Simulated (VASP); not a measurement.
Set up this calculation in VASP 6.6.1, as the native input.

| Quantity | Value |
| --- | --- |
| Task | band structure |
| Functional | revPBE |
| Potentials or basis | VASP PAW PBE potentials, release 64 (Nb_sv) |
| Cutoff | 520 eV |
| k mesh | 11 × 11 × 11 |
| Occupations | fermi-dirac, width 0.05 eV |
| Spin | no spin polarisation |
| Further INCAR settings | ALGO = Normal; EDIFF = 1e-06; NBANDS = 12 |

Nb:

```
CELL_PARAMETERS angstrom
-1.66395 1.66395 1.66395
1.66395 -1.66395 1.66395
1.66395 1.66395 -1.66395
ATOMIC_POSITIONS crystal
Nb 0.00000 0.00000 0.00000
```

One way to write it, as run:

POSCAR

```
Nb
1.0
   -1.6639500000      1.6639500000      1.6639500000
    1.6639500000     -1.6639500000      1.6639500000
    1.6639500000      1.6639500000     -1.6639500000
Nb
1
Direct
    0.0000000000      0.0000000000      0.0000000000
```

INCAR.step1

```
SYSTEM = Nb
PREC = Accurate
ENCUT = 520
EDIFF = 1E-6
ISMEAR = -1
SIGMA = 0.05
LREAL = .FALSE.
LASPH = .TRUE.
NELM = 100
ALGO = Normal
ISIF = 2
LWAVE = .FALSE.
LCHARG = .TRUE.
LMAXMIX = 4
GGA = RE
NBANDS = 12
```

KPOINTS.step1

```
regular mesh
0
G
  11 11 11
  0 0 0
```

INCAR.step2

```
SYSTEM = Nb
PREC = Accurate
ENCUT = 520
EDIFF = 1E-6
ISMEAR = 0
SIGMA = 0.05
LREAL = .FALSE.
LASPH = .TRUE.
NELM = 100
ALGO = Normal
ISIF = 2
LWAVE = .FALSE.
LCHARG = .FALSE.
LMAXMIX = 4
GGA = RE
NBANDS = 12
ICHARG = 11
```

KPOINTS.step2

```
path GHNGPH,PN
20
line-mode
reciprocal
 0.0000000000  0.0000000000  0.0000000000  G
 0.5000000000 -0.5000000000  0.5000000000  H

 0.5000000000 -0.5000000000  0.5000000000  H
 0.0000000000  0.0000000000  0.5000000000  N

 0.0000000000  0.0000000000  0.5000000000  N
 0.0000000000  0.0000000000  0.0000000000  G

 0.0000000000  0.0000000000  0.0000000000  G
 0.2500000000  0.2500000000  0.2500000000  P

 0.2500000000  0.2500000000  0.2500000000  P
 0.5000000000 -0.5000000000  0.5000000000  H

 0.2500000000  0.2500000000  0.2500000000  P
 0.0000000000  0.0000000000  0.5000000000  N
```

Potentials or basis: VASP PAW PBE potentials, release 64 (Nb_sv).

Command:

```bash
$ cat potpaw_PBE.64/Nb_sv/POTCAR > POTCAR
$ cp INCAR.step1 INCAR
$ cp KPOINTS.step1 KPOINTS
$ mpirun -np 1 vasp_std > vasp.out
$ cp INCAR.step2 INCAR
$ cp KPOINTS.step2 KPOINTS
$ mpirun -np 1 vasp_std > vasp.out
```

Results of the run:

The band gap along the path is none (metal or under the smearing width).

Caveat: the log is that of the step along the path at fixed density, whose energy, stress, charges and moments have no meaning.

Run time: 17 s on 1 thread of Intel(R) Xeon(R) Platinum 8375C CPU @ 2.90GHz (Ice Lake), with other jobs on the host, peak memory 0.15 GiB.
